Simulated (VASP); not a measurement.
Input of a VASP 6.6.1 run:

The input INCAR:

```
SYSTEM = C
  ALGO = Fast
  EDIFF = 1E-7
  EDIFFG = -0.02
  ENCUT = 580
  GGA = PE
  IBRION = 2
  ISIF = 3
  ISMEAR = -1
  LASPH = .True.
  LCHARG = .False.
  LREAL = .False.
  LWAVE = .False.
  NELM = 60
  NSW = 40
  PREC = Accurate
  SIGMA = 0.05
```

KPOINTS

```
k-points
0
Gamma
  12 12 4
  0 0 0
```

File POSCAR:

```
C
1.0
    2.5221000000      0.0000000000      0.0000000000
   -1.2610500000      2.1842026709      0.0000000000
    0.0000000000      0.0000000000      8.2371000000
C
8
Direct
    0.6666666667      0.3333333333      0.8437500000
    0.3333333333      0.6666666667      0.3437500000
    0.6666666667      0.3333333333      0.6562500000
    0.3333333333      0.6666666667      0.1562500000
    0.0000000000      0.0000000000      0.9062500000
    0.0000000000      0.0000000000      0.4062500000
    0.0000000000      0.0000000000      0.5937500000
    0.0000000000      0.0000000000      0.0937500000
```

Potentials or basis: VASP PAW PBE potentials, release 54 (C).

Run with:

```bash
$ cat potpaw_PBE.54/C/POTCAR > POTCAR
$ mpirun -np 1 vasp_std > vasp.out
```

What does it give for the band gap on the k mesh?

4.53 eV, indirect (least direct gap 5.29 eV).

Estimate the relaxed cell.

a = 2.518 Å, b = 2.518 Å, c = 8.305 Å, α = 90.00°, β = 90.00°, γ = 120.00°.

Estimate the relaxed volume.

5.70 Å³/atom.

Predict the space group after relaxing (to 0.05 Å).

P6_3/mmc (No. 194).

The path:
```csv
step,energy change (eV),largest force (eV/Å),pressure (GPa),volume (Å³)
1,0.0000,0.3284,2.40,45.38
2,0.0130,0.4672,-2.67,45.93
3,-0.0206,0.0441,0.02,45.62
4,-0.0206,0.0377,0.06,45.61
5,-0.0207,0.0411,-0.07,45.62
6,-0.0208,0.0041,-0.01,45.62
```

A k mesh can miss the band edges. PBE usually gives volumes a little too large and moduli too small.
